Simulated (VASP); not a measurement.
Wanted: the native input for a VASP 6.6.1 run.

| Item | Value |
| --- | --- |
| Task | electron localisation function |
| Functional | PBE |
| Potentials or basis | VASP PAW PBE potentials, release 64 (Ta_pv, Si) |
| Cutoff | 520 eV |
| k mesh | 5 × 5 × 3 |
| Occupations | gaussian, width 0.02 eV |
| Spin | no spin polarisation |
| Further INCAR settings | ALGO = Normal; EDIFF = 1e-07 |

The structure of TaSi2 lies in POSCAR:

```
TaSi2
1.0
    4.7800000000      0.0000000000      0.0000000000
   -2.3900000000      4.1396014301      0.0000000000
    0.0000000000      0.0000000000      6.5640000000
Ta Si
3 6
Direct
    0.0000000000      0.5000000000      0.1666666667
    0.5000000000      0.5000000000      0.8333333333
    0.5000000000      0.0000000000      0.5000000000
    0.3333000000      0.1666500000      0.1666666667
    0.1666500000      0.8333500000      0.8333333333
    0.8333500000      0.6667000000      0.5000000000
    0.6667000000      0.8333500000      0.1666666667
    0.8333500000      0.1666500000      0.8333333333
    0.1666500000      0.3333000000      0.5000000000
```

These files were run (other wordings do the same):

INCAR

```
SYSTEM = TaSi2
PREC = Accurate ; ENCUT = 520
EDIFF = 1E-7 ; ISMEAR = 0
SIGMA = 0.02 ; LREAL = .FALSE.
LASPH = .TRUE. ; NELM = 100
ALGO = Normal ; ISIF = 2
LWAVE = .FALSE. ; LCHARG = .TRUE.
GGA = PE ; LELF = .TRUE.
```

KPOINTS

```
Automatic mesh
0
G
  5 5 3
  0 0 0
```

Potentials or basis: VASP PAW PBE potentials, release 64 (Ta_pv, Si).

Command:

```console
$ cat potpaw_PBE.64/Ta_pv/POTCAR potpaw_PBE.64/Si/POTCAR > POTCAR
$ mpirun -np 1 vasp_std > vasp.out
```

Results of the run:

The pressure is 3.6 GPa. The largest force is 0.794 eV/Å. The band gap on the k mesh is none (metal or under the smearing width).

Caveat: the cell's inner coordinates are idealised or old, which leaves forces on the atoms.

It took 110 s on 1 thread of AMD EPYC 7R43 64-Core Processor (Zen 3), on a shared host, peak memory 0.2 GiB.
